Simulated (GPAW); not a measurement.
Crystal: MgS (Niningerite).

```xyz
2
Lattice="0.0000 2.6016 2.6016 2.6016 0.0000 2.6016 2.6016 2.6016 0.0000" Properties=species:S:1:pos:R:3 pbc="T T T"
S     2.6016    2.6016    2.6016
Mg    0.0000    0.0000    0.0000
```

Program: GPAW 26.7.0. Alike in all runs: no spin polarisation; cell as given; smearing fermi-dirac 0.05 eV. Hardware: 1 thread of Arm Neoverse V2 (shared host).

Problem. Order these runs on this cell by their wall time, lowest first.
A. task single point; level TB-mBJ; potentials or basis GPAW PAW data sets for LDA (gpaw-data 1.2.1), pw; k mesh 7 × 7 × 7; cutoff (eV) 800; maxiter 150; mesh quality not flagged
B. task single point; level HSE06; potentials or basis GPAW PAW data sets (gpaw-data 1.2.1), pw; k mesh 4 × 4 × 4; cutoff (eV) 600; maxiter 60; ranks 4; mesh quality coarse
C. task band structure; level revTPSS; potentials or basis GPAW PAW data sets (gpaw-data 1.2.1), pw; k mesh 7 × 7 × 7; cutoff (eV) 800; maxiter 150; eigensolver davidson; band path GXWKGLUWLK,UX; band points 60; mesh quality not flagged

Solution. A (26 s), C (110 s), B (450 s).

Caveats: some runs use coarse meshes; a model potential gives levels but no total energy (some runs); exact exchange converges slowly with the k mesh, and this mesh is small (some runs).

Runs at the PBE level aren't shown here.
